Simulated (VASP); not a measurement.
## TaN: band structure with PBE

TaN:

```
CELL_PARAMETERS angstrom
2.92177 0.00000 0.00000
-1.46088 2.53033 0.00000
0.00000 0.00000 5.91652
ATOMIC_POSITIONS crystal
Ta 0.00000 0.00000 0.50000
Ta 0.00000 0.00000 0.00000
N 0.33333 0.66667 0.25000
N 0.66667 0.33333 0.75000
```

The cell comes from a database or a generator and needn't be the stable form of this composition.

| Quantity | Value |
| --- | --- |
| Program | VASP 6.6.1 |
| Task | band structure |
| Functional | PBE |
| Potentials or basis | VASP PAW PBE potentials, release 54 (Ta_pv, N) |
| Cutoff | 520 eV |
| k mesh | 10 × 10 × 5 |
| Occupations | fermi-dirac, width 0.05 eV |
| Spin | no spin polarisation |
| Further INCAR settings | ALGO = Normal; EDIFF = 1e-07 |

* Band gap along the path: none (metal or under the smearing width)

Levels at the corners of the path, in eV from the Fermi level:
```
point  band 13  band 14  band 15  band 16  band 17  band 18  band 19  band 20
    Γ    -3.49    -1.99    -1.99    -0.23    -0.23     0.55     0.55     2.33
    M    -4.15    -3.69    -2.80    -2.11     2.83     3.93     4.80     5.12
    M    -4.15    -3.69    -2.80    -2.11     2.83     3.93     4.80     5.13
    K    -5.91    -3.85     0.21     0.21     0.95     0.95     2.00     4.91
    K    -5.91    -3.85     0.21     0.21     0.95     0.95     2.00     4.91
    Γ    -3.49    -1.99    -1.99    -0.23    -0.23     0.55     0.55     2.33
    Γ    -3.49    -1.99    -1.99    -0.23    -0.23     0.55     0.55     2.33
    A    -3.85    -3.85    -0.66    -0.66     0.98     0.98     0.98     0.98
    A    -3.85    -3.85    -0.66    -0.66     0.98     0.98     0.98     0.98
    L    -4.33    -4.33    -2.20    -2.20     3.87     3.87     4.73     4.73
    L    -4.33    -4.33    -2.20    -2.20     3.87     3.87     4.73     4.73
    H    -5.68    -5.68    -0.43    -0.43     2.69     2.69     3.11     3.11
    H    -5.68    -5.68    -0.43    -0.43     2.69     2.69     3.11     3.11
    A    -3.85    -3.85    -0.66    -0.66     0.98     0.98     0.98     0.98
    L    -4.33    -4.33    -2.20    -2.20     3.87     3.87     4.73     4.73
    M    -4.15    -3.69    -2.80    -2.11     2.83     3.93     4.79     5.13
    K    -5.91    -3.85     0.21     0.21     0.95     0.95     2.00     4.91
    H    -5.68    -5.68    -0.43    -0.43     2.69     2.69     3.11     3.11
```

Run time: 46 s on 1 thread of Intel(R) Xeon(R) 6975P-C (Granite Rapids), on a shared host, peak memory 0.24 GiB.

Caveat: the log is that of the step along the path at fixed density, whose energy, stress, charges and moments have no meaning; spin-orbit coupling is left out, which moves the levels of the heavy elements.
